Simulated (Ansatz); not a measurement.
Crystal: Tc.

```
CELL_PARAMETERS angstrom
0.00000 1.95000 1.95000
1.95000 0.00000 1.95000
1.95000 1.95000 0.00000
ATOMIC_POSITIONS crystal
Tc 0.00000 0.00000 0.00000
```

This isn't the form of Tc at room conditions, which is hcp.

* Program: Ansatz 0.2.0
* Task: relaxation of cell and atoms
* Functional: PBE
* Potentials or basis: all-electron LAPW, scalar-relativistic
* Basis error allowed: 0.001 eV/atom
* k mesh: 12 × 12 × 12
* Occupations: fermi-dirac, width 0.05 eV
* Spin: no spin polarisation

At the start: volume 14.83 Å³/atom.

**Question.** Where does the relaxation end?

**Answer.** Over 4 steps the energy falls by 6.5 meV/atom and the volume is 14.50 Å³/atom (-2.2 %); space group Fm-3m (No. 225, to 0.05 Å).

The path:
```tsv
step	energy change (eV)	largest force (eV/Å)	volume (Å³)
1	0.0000	0.0000	14.83
2	-0.0064	0.0000	14.52
3	-0.0065	0.0000	14.50
4	-0.0065	0.0000	14.50
```

Final structure:
```yaml
crystal:
  lattice:
    - [0.00000, 1.93564, 1.93564]
    - [1.93564, 0.00000, 1.93564]
    - [1.93564, 1.93564, 0.00000]
  atoms:
    - { symbol: Tc, position: [0.00000, 0.00000, 0.00000] }
```
